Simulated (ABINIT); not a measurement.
**Ag in ABINIT: the effect of functional**

Ag:

```
CELL_PARAMETERS angstrom
2.93000 0.00000 0.00000
-1.46500 2.53745 0.00000
0.00000 0.00000 4.79000
ATOMIC_POSITIONS crystal
Ag 0.66667 0.33333 0.75000
Ag 0.33333 0.66667 0.25000
```

This isn't the form of Ag at room conditions, which is fcc.

Alike in all runs:

```yaml
Program: ABINIT 10.8.3 (patched build)
Task: single point
Potentials_or_basis: JTH PAW PBE v2.0
Cutoff: 544 eV
k_mesh: 10 × 10 × 6
Occupations: fermi-dirac, width 0.05 eV
Spin: no spin polarisation
```

Question: One run gave: pressure 7.4 GPa. Which functional did it use?
A. revPBE
B. LDA
C. AM05
D. RPBE
E. BLYP

Answer: E.

```csv
functional,pressure (GPa)
PBE,0.7
LDA,-10.3
PBEsol,-6.0
RPBE,4.6
BLYP,7.4
AM05,-5.7
r2SCAN,-2.6
SCAN,-4.3
revPBE,3.5
PW91,0.4
WC,-5.6
```

Caveats: the PAW data sets were made with another functional, which shifts forces and pressure a little (some runs).
